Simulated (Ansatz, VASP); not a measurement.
**Cross-check of LiF (Griceite) between VASP and Ansatz**

Wanted: the spread between two codes on one cell, functional and k mesh.

Program: Ansatz 0.2.0. Level of theory: plane waves, with VASP 6.6.1 beside it; relaxation of cell and atoms at PBE and relaxation of cell and atoms at PBE with D4. Results are calculated unless marked as measured.

## (1) The structure

Symmetry: Fm-3m, No. 225, cubic system. Conventional cell: a = 4.028 Å, b = 4.028 Å, c = 4.028 Å, α = 90.00°, β = 90.00°, γ = 90.00°. Li has 6 F at 2.01 Å nearest. Nearest to F lie 6 Li at 2.01 Å. Farther neighbours and most contacts between anions are not listed.

## (2) Ansatz: relaxation of cell and atoms, PBE

Ansatz runs on its default PAW (the set named soft_2) files.

The relaxed volume is the usual yardstick between codes: its relative difference is about their pressure difference at one cell divided by the bulk modulus.

Contents of input.yaml:

```yaml
crystal:
  lattice:
    - [0.0, 2.014, 2.014]
    - [2.014, 0.0, 2.014]
    - [2.014, 2.014, 0.0]
  atoms:
    - { symbol: Li, position: [0.0, 0.0, 0.0] }
    - { symbol: F, position: [0.5, 0.5, 0.5] }
hamiltonian:
  xc: pbe
  pseudopotentials: { kind: paw }
kpoints:
  mp_grid: { grid: [11, 11, 11] }
scf:
  occupations: { method: fermi_dirac, width: 0.05 }
relax:
  f_tol: 0.01
  max_steps: 60
  cell: { stress_tol: 0.05 }
output:
  forces: true
  stress: true
  write_density: true
  write_potential: true
  elf: true
  volumetric_format: npy
```

On the command line:

```sh
> ansatz run input.yaml --threads 4 --pin off --max-ram 9216MiB --backend cpu --events-out ev --progress --plain --runs-dir out
```

Numbers of over 12 decimals in the logs are rounded to 6 here.

The log of the run:

```text
Engine: ansatz 0.2.0, x86_64-unknown-linux-gnu
Pseudopotentials: kind: paw
Pseudopotential: Li, paw, valence charge 3, recommended cutoff 420 eV (normal), Li.paw.azcp
Pseudopotential: F, paw, valence charge 7, recommended cutoff 420 eV (normal), F.paw.azcp
Functional definition: PBE
  parameter kappa = 0.804
  parameter beta = 0.066725
  exchange = pbe_x(kappa = kappa, mu = beta*pi^2/3)
  correlation = pbe_c(beta = beta)
Crystal: 2 atoms, lattice volume = 16.338 Å³
Basis set: ecut = 420 eV, 331 PW (Γ), exchange–correlation on 40×40×40 points (8 copies of the dense FFT grid, shifted against one another)
Bands: 9, of which v1, the nominal top of the filled ones, is band 5 counted from 1 (4 counted from 0)
Symmetry: 48 space group operations
Space group: Fm-3m (ITA 225), of the structure as read, at distance tolerance 2.5e-5 Å
k-points: 56 of 1331
Non-local potential: Li, projectors of the file, l = 0: 3, l = 1: 2, l = 2: 1
Non-local potential: F, projectors of the file, l = 0: 2, l = 1: 2, l = 2: 1
PAW form: soft (Blöchl's): semilocal exchange-correlation on the pseudo side does not see the compensation charge
PAW one-centre angular grid: Li, 110 points (default); XC on 64 Gauss nodes
PAW one-centre angular grid: F, 110 points (default); XC on 64 Gauss nodes
Initial density: superposition of atomic densities (neutral atoms: chi_scale 0, normalization atom), corrected by the library's trained network
Initial wavefunctions: pseudopotential atomic-orbital guess
Functional: x = pbe(κ = 0.804, μ = 0.219515), c = pbe(β = 0.066725)
SCF iter   1: F=—  HF=-1016.167644 eV  |F-HF|=—  |Δ(HF+E_count)|=         —  Δρ=7.65e-4  dr2=4.05e-5  ethr=1.77e-3  ⟨swp⟩=5.3  Hψ=3099  notcnv=0
preconditioner: auto → none  [insulator: Δε(μ)=9.078 eV  Ē_g=22.682 eV  σ=0.050 eV  W_gap=1.00  n_scr=0 (ndim 8)  ℏωp=26.0 eV  f_vac=0.000  D(μ)=0.00/eV (n_scr^D=0)  ε∞_Penn≈2.3]
SCF iter   2: F=—  HF=-1016.167600 eV  |F-HF|=—  |Δ(HF+E_count)|=   4.47e-5  Δρ=1.16e-3  dr2=1.34e-4  ethr=4.05e-7  ⟨swp⟩=2.1  Hψ=1155  notcnv=0
SCF iter   3: F=—  HF=-1016.167580 eV  |F-HF|=—  |Δ(HF+E_count)|=   2.01e-5  Δρ=5.67e-4  dr2=3.23e-5  ethr=4.05e-7  ⟨swp⟩=2.5  Hψ=693  notcnv=0
SCF iter   4: F=—  HF=-1016.167581 eV  |F-HF|=—  |Δ(HF+E_count)|=   1.75e-6  Δρ=1.45e-4  dr2=3.89e-7  ethr=3.23e-7  ⟨swp⟩=2.4  Hψ=689  notcnv=0
SCF iter   5: F=—  HF=-1016.167600 eV  |F-HF|=—  |Δ(HF+E_count)|=   1.90e-5  Δρ=3.32e-4  dr2=1.21e-5  ethr=3.89e-9  ⟨swp⟩=2.0  Hψ=784  notcnv=0
SCF iter   6: F=—  HF=-1016.167598 eV  |F-HF|=—  |Δ(HF+E_count)|=   2.71e-6  Δρ=1.78e-4  dr2=3.49e-6  ethr=3.89e-9  ⟨swp⟩=2.0  Hψ=728  notcnv=0
SCF iter   7: F=—  HF=-1016.167597 eV  |F-HF|=—  |Δ(HF+E_count)|=   7.53e-7  Δρ=9.72e-5  dr2=1.05e-6  ethr=3.89e-9  ⟨swp⟩=2.0  Hψ=712  notcnv=0
SCF iter   8: F=—  HF=-1016.167597 eV  |F-HF|=—  |Δ(HF+E_count)|=   2.90e-7  Δρ=3.14e-5  dr2=1.09e-7  ethr=3.89e-9  ⟨swp⟩=2.4  Hψ=685  notcnv=0
SCF iter   9: F=-1016.167597 eV  HF=-1016.167597 eV  |F-HF|=6.65e-9  |Δ(HF+E_count)|=   3.15e-8  Δρ=8.36e-6  dr2=7.73e-9  ethr=1.00e-9  ⟨swp⟩=6.0  Hψ=1957  notcnv=0
SCF 1 converged in 9 iterations: F = -1016.167597 eV  dr2 = 7.73e-9
  greatest PAW one-centre occupation: 1.000 electrons in one spin orbital (limit 2), on the Li atom at site 0 (counted from 0), in its partial waves of l = 0
relax step   1: F+E_penalty+E_count = -1016.16759657 eV  Δ(F+E_penalty+E_count) = +0.000e0 eV  max|allowed force component| = 1.079e-28 eV/Å  Δτ_max = 0.0000 Å  P = +2.122 GPa  Ω = 16.338 Å³  (9 SCF iters, dr2 threshold 1.00e-7 eV, accepted)
[...]
relax step   2: F+E_penalty+E_count = -1016.16857052 eV  Δ(F+E_penalty+E_count) = -9.740e-4 eV  max|allowed force component| = 5.082e-29 eV/Å  Δτ_max = 0.0000 Å  P = +1.367 GPa  Ω = 16.486 Å³  energy of the carried Pulay correction = -6.316e-4 eV  (4 SCF iters, dr2 threshold 2.00e-7 eV, accepted)
[...]
relax step   3: F+E_penalty+E_count = -1016.16859013 eV  Δ(F+E_penalty+E_count) = -1.961e-5 eV  max|allowed force component| = 1.381e-29 eV/Å  Δτ_max = 0.0000 Å  P = +0.024 GPa  Ω = 16.760 Å³  energy of the carried Pulay correction = -1.789e-3 eV  (4 SCF iters, dr2 threshold 2.00e-7 eV, accepted)
[...]
relax step   4: F+E_penalty+E_count = -1016.17064820 eV  Δ(F+E_penalty+E_count) = -2.058e-3 eV  max|allowed force component| = 7.071e-30 eV/Å  Δτ_max = 0.0000 Å  P = +0.282 GPa  Ω = 16.760 Å³  stress off target by 2.82e-1 GPa  SCF on the basis re-selected at this cell (its energy is not comparable with the rows above)  (6 SCF iters)
[...]
relax step   5: F+E_penalty+E_count = -1016.17045591 eV  Δ(F+E_penalty+E_count) = +1.923e-4 eV  max|allowed force component| = 1.062e-29 eV/Å  Δτ_max = 0.0000 Å  P = +0.034 GPa  Ω = 16.819 Å³  energy of the carried Pulay correction = -2.491e-4 eV  (3 SCF iters, dr2 threshold 1.99e-7 eV, accepted)
[...]
relax step   6: F+E_penalty+E_count = -1016.17082513 eV  Δ(F+E_penalty+E_count) = -3.692e-4 eV  max|allowed force component| = 8.842e-30 eV/Å  Δτ_max = 0.0000 Å  P = +0.047 GPa  Ω = 16.819 Å³  stress off target by 4.66e-2 GPa  SCF on the basis re-selected at this cell (its energy is not comparable with the rows above)  (6 SCF iters)
basis re-selected at this cell: Δ(F+E_penalty+E_count) = -3.692e-4 eV, ΔP = +0.012 GPa vs the last step (what re-selecting the basis moved, of the pressure what is left beyond the Pulay correction that the steps carried, after the strain that the cell walked since its last selection, with what the two solves' SCF thresholds leave and, on support functions, any second-order correction that the steps lacked; it is no m [...]
SCF converged after 6 iterations
Free energy (F): -1016.170825 eV
Harris-Foulkes:  -1016.170825 eV  (|F-HF|=3.41e-13)
Internal energy: -1016.170825 eV  (E = F + TS)
E sigma→0 (E₀):  -1016.170825 eV
Fermi energy:    5.289107 eV
--- Per-component energies (eV) ---
  E_band       = -119.761019
  E_kinetic    = 230.235714
  E_local      = -649.288969  (includes V_loc(G=0)·N_el)
  E_nonlocal   = 40.323610
  E_hartree    = 227.823652
  E_xc         = -91.737907
  E_vxc        = -117.665524  (∫ρ·V_xc dr)
  E_paw        = -221.754563  (= ΣΔE_a)
  E_vpaw       = -79.015377  (= ΣTr[D̂ρ^β])
  E_aug_tail   = 0.002240  (compensation charges beyond the density's cutoff)
  E_ewald      = -551.774603
  E_smearing   = -0.000000  (= −TS)
  E_closure    = 0.000000  (closes the sum)
  Σ components = -1016.170825   (vs F -1016.170825, Δ=0.00e0)
--- Forces (eV/Å), atoms counted from 1 ---
  atom   1  Li    -0.00000000     0.00000000    -0.00000000
  atom   2  F      0.00000000    -0.00000000     0.00000000
  max |Σ_I F_I| component: 1.70e-29 eV/Å
--- Stress (GPa, compression-positive) ---
        0.046627      -0.000000      -0.000000
       -0.000000       0.046627      -0.000000
       -0.000000      -0.000000       0.046627
  P = ⅓ Tr σ = 0.0466 GPa (0.466 kbar)
--- Band table (eV; the first three rows and the last of 56) ---
  k-point 0: bands = ["-40.1886", "-19.1212", "0.7687", "0.7687", "0.7687", "9.6048", "24.3428", "24.3428", "24.3428"]
  k-point 1: bands = ["-40.1846", "-19.0907", "0.5356", "0.7506", "0.7506", "9.8504", "22.0404", "23.2906", "23.2906"]
  k-point 2: bands = ["-40.1736", "-19.0070", "-0.0413", "0.7031", "0.7031", "10.4332", "19.7234", "21.9596", "21.9596"]
  k-point 55: bands = ["-40.1235", "-18.4987", "-1.3200", "-1.0773", "0.0286", "15.3827", "15.5507", "18.2347", "19.6629"]
--- Relaxed structure (4 steps of the walk, 4 accepted, 2 SCFs on fresh bases) ---
  F+E_penalty+E_count = -1016.17082513 eV   max|allowed force component| = 8.842e-30 eV/Å   (the final SCF, on the basis selected at the relaxed cell)
  cell:  # Å, volume = 16.8187 Å³
    - [0, 2.033546, 2.033546]
    - [2.033546, 0, 2.033546]
    - [2.033546, 2.033546, 0]
  atoms:
    - { symbol: Li, position: [0, 0, 0] }
    - { symbol: F, position: [0.5, 0.5, 0.5] }
```

Run time: 0.63 s. Hardware: 4 threads of AMD EPYC 9R45, shared host; peak memory 0.33 GiB; 1.8 s of CPU time.

## (3) VASP: relaxation of cell and atoms, PBE

The same cell, functional, mesh and smearing now go to VASP, with its own data sets and cutoff.

Lines of VASP's logs that name or quote its potential files are left out, and so is its time.

Contents of INCAR:

```
SYSTEM = LiF
PREC = Accurate
ENCUT = 700
EDIFF = 1E-06
NELM = 100
ISMEAR = -1
SIGMA = 0.05
LREAL = .FALSE.
ALGO = Normal
GGA = PE
NBANDS = 11
LORBIT = 11
LWAVE = .FALSE.
LCHARG = .FALSE.
KPAR = 2
IBRION = 2
NSW = 60
ISIF = 3
EDIFFG = -0.01
```

Contents of POSCAR:

```
LiF
1.0
    0.0000000000      2.0140000000      2.0140000000
    2.0140000000      0.0000000000      2.0140000000
    2.0140000000      2.0140000000      0.0000000000
Li F
1 1
Direct
    0.0000000000      0.0000000000      0.0000000000
    0.5000000000      0.5000000000      0.5000000000
```

Contents of KPOINTS:

```
Automatic mesh
0
Gamma
11 11 11
0 0 0
```

The projector-augmented-wave data sets are Li_sv and F (PBE family, release 64).

On the command line:

```sh
> mpirun -np 2 vasp_std
```

The log of the run:

```text
[banner, memory and clock lines left out]
running    2 mpi-ranks, on    1 nodes
 distrk:  each k-point on    1 cores,    2 groups
 distr:  one band on    1 cores,    1 groups

 POSCAR found type information on POSCAR LiF
 POSCAR found :  2 types and       2 ions
 LDA part: xc-table for (Slater+PW92), standard interpolation
 POSCAR, INCAR and KPOINTS ok, starting setup
 FFT: planning ... GRIDC
 FFT: planning ... GRID_SOFT
 FFT: planning ... GRID
 WAVECAR not read
 entering main loop
       N       E                     dE             d eps       ncg     rms          rms(c)
DAV:   1     0.428253492095E+02    0.42825E+02   -0.65920E+03  1240   0.115E+03
DAV:   2    -0.853117325630E+01   -0.51357E+02   -0.50102E+02  1439   0.224E+02
DAV:   3    -0.101340255292E+02   -0.16029E+01   -0.15979E+01  1589   0.350E+01
DAV:   4    -0.101506834870E+02   -0.16658E-01   -0.16656E-01  1581   0.391E+00
DAV:   5    -0.101508492075E+02   -0.16572E-03   -0.16572E-03  1611   0.249E-01    0.453E+00
DAV:   6    -0.963307804559E+01    0.51777E+00   -0.25745E+00  1391   0.107E+01    0.141E+00
DAV:   7    -0.963662831652E+01   -0.35503E-02   -0.20132E-02  1669   0.135E+00    0.871E-01
DAV:   8    -0.964267023861E+01   -0.60419E-02   -0.15940E-02  1603   0.148E+00    0.116E-01
DAV:   9    -0.964269337805E+01   -0.23139E-04   -0.98595E-04  1488   0.311E-01    0.454E-02
DAV:  10    -0.964279370259E+01   -0.10032E-03   -0.14812E-04  1423   0.105E-01    0.157E-02
DAV:  11    -0.964279262705E+01    0.10755E-05   -0.65853E-06  1678   0.264E-02    0.211E-03
DAV:  12    -0.964279278151E+01   -0.15446E-06   -0.45707E-07  1408   0.662E-03
   1 F= -.96427928E+01 E0= -.96427928E+01  d E =-.964279E+01
 curvature:   0.00 expect dE= 0.000E+00 dE for cont linesearch  0.000E+00
 trial: gam= 0.00000 g(F)=  0.261E-58 g(S)=  0.106E-02 ort = 0.000E+00 (trialstep = 0.100E+01)
 search vector abs. value=  0.106E-02
 bond charge predicted
       N       E                     dE             d eps       ncg     rms          rms(c)
DAV:   1    -0.965049414772E+01   -0.77015E-02   -0.12954E-01  1304   0.315E+00    0.683E-01
DAV:   2    -0.964379305570E+01    0.67011E-02   -0.35454E-02  1379   0.132E+00    0.129E-01
DAV:   3    -0.964365834974E+01    0.13471E-03   -0.23211E-04  1573   0.157E-01    0.723E-02
DAV:   4    -0.964358804162E+01    0.70308E-04   -0.74216E-05  1864   0.758E-02    0.497E-03
DAV:   5    -0.964358776193E+01    0.27969E-06   -0.29786E-06  1379   0.168E-02
   2 F= -.96435878E+01 E0= -.96435878E+01  d E =-.794980E-03
 trial-energy change:   -0.000795  1 .order   -0.000792   -0.001062   -0.000521
 step:   1.9643(harm=  1.9643)  dis= 0.00000  next Energy=    -9.643836 (dE=-0.104E-02)
 bond charge predicted
       N       E                     dE             d eps       ncg     rms          rms(c)
DAV:   1    -0.965022112055E+01   -0.66331E-02   -0.11989E-01  1271   0.303E+00    0.658E-01
DAV:   2    -0.964400058221E+01    0.62205E-02   -0.33178E-02  1358   0.128E+00    0.124E-01
DAV:   3    -0.964387563117E+01    0.12495E-03   -0.21549E-04  1534   0.151E-01    0.698E-02
DAV:   4    -0.964381024194E+01    0.65389E-04   -0.69244E-05  1852   0.730E-02    0.478E-03
DAV:   5    -0.964380993375E+01    0.30819E-06   -0.25111E-06  1374   0.157E-02
   3 F= -.96438099E+01 E0= -.96438099E+01  d E =-.101715E-02
 curvature:  -0.98 expect dE=-0.708E-06 dE for cont linesearch -0.708E-06
 trial: gam= 0.00000 g(F)=  0.147E-60 g(S)=  0.721E-06 ort =-0.277E-04 (trialstep = 0.119E+01)
 search vector abs. value=  0.721E-06
 reached required accuracy - stopping structural energy minimisation
```

(Part 1 of 2 ends here.)

[Lines on the potential files, build, host, timing and source positions are cut from VASP's logs without a mark.]

[Logs are printed without paths, hosts, clocks, repeated set-up lines and the standing remarks that a program may print on its own settings, such as how far it seeks lower states.]

[Hosts, paths, dates, database ids (printed as entryN), source tags and the programs' standing remarks are cut or masked in the printed files.]
